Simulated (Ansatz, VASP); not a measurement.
## Si2C: VASP beside Ansatz

```
Si C
1.0
     3.93829    0.00000    0.00000
     0.00000    3.93829    0.00000
     0.00000    0.00000    4.86572
Si C
4 2
Direct
  0.50000 0.00000 0.25855
  0.00000 0.50000 0.25855
  0.50000 0.00000 0.74145
  0.00000 0.50000 0.74145
  0.50000 0.50000 0.15508
  0.50000 0.50000 0.84492
```

Alike in both runs: functional PBE; k mesh 10 × 10 × 8; occupations gaussian, width 0.1 eV; no spin polarisation.

Ansatz relaxed the structure, and its values are those at the end. VASP's run is a single point on that final structure, the one shown.

|  | VASP | Ansatz |
| --- | --- | --- |
| version | VASP 6.6.1 | Ansatz 0.2.0 |
| potentials or method | VASP PAW PBE potentials, release 64 (Si, C) | scalar-relativistic, plane waves, PAW |
| plane-wave cutoff (eV) | 520 | 420 |
| valence electrons in the cell | 24 | 24 |

```csv
,VASP,Ansatz,Ansatz less VASP
gap on the k mesh at the Fermi level (eV),none,none,-
pressure (GPa),0.0,0.0,-0.02
rms of the force components (eV/Å),0.012,0.000,-0.0116
```

A gap of «none» marks a metal or a gap that the smearing closes. With one functional, cell and mesh, what is left measures potentials, basis and numerics.
